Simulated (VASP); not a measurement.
VASP ran on this input.

INCAR:
```
! general
SYSTEM   =  ZnTe
PREC     =  Accurate
ENCUT    =  520
LREAL    =  .FALSE.
LASPH    =  .TRUE.

! electronic loop
EDIFF    =  1E-6
NELM     =  100
ALGO     =  Normal
LMAXMIX  =  4

! smearing
ISMEAR   =  0
SIGMA    =  0.05

! ions
IBRION   =  2
NSW      =  60
ISIF     =  3
EDIFFG   =  -0.01

! output
LWAVE    =  .FALSE.
LCHARG   =  .FALSE.
```

**POSCAR**
```
ZnTe
1
    0.0000000000     3.0500000000     3.0500000000
    3.0500000000     0.0000000000     3.0500000000
    3.0500000000     3.0500000000     0.0000000000
Zn Te
1 1
Direct
  0.0000000000   0.0000000000   0.0000000000
  0.2500000000   0.2500000000   0.2500000000
```

File KPOINTS:
```
Automatic mesh
0
Gamma
7 7 7
0 0 0
```

POTCAR, in this order: Zn Te (LDA.64 set). Program: vasp_std.

Question: Write an equivalent input for Ansatz.

Answer: One equivalent input (not run):
Ansatz 0.2 input:
```yaml
crystal:
  lattice:
    - [0.0000000, 3.0500000, 3.0500000]
    - [3.0500000, 0.0000000, 3.0500000]
    - [3.0500000, 3.0500000, 0.0000000]
  atoms:
    - { symbol: Zn, position: [0.0000000, 0.0000000, 0.0000000] }
    - { symbol: Te, position: [0.2500000, 0.2500000, 0.2500000] }
kpoints:
  mp_grid: { grid: [7, 7, 7] }
hamiltonian:
  xc: lda
  pseudopotentials: { kind: paw }
scf:
  occupations: { method: gaussian, width: 0.05 }
  max_iter: 100
relax:
  max_steps: 60
  f_tol: 0.01
  cell: {}
output: { forces: true, stress: true, eigenvalues: true }
```
The two are equivalent in intent, not identical: each code has its own PAW files, so the cut-off isn't converted (ENCUT is set for VASP's; basis.ecutwfc is left out, and Ansatz then takes the one that its files recommend); Ansatz stops its SCF on the density residual and VASP on the energy change (EDIFF); Ansatz's lda is the Perdew-Wang form, while the LDA potentials of VASP carry Perdew-Zunger's.

The compound is ZnTe in the zinc blende structure. This run relaxes it. Symmetry was kept, so distortions that lower it aren't found.
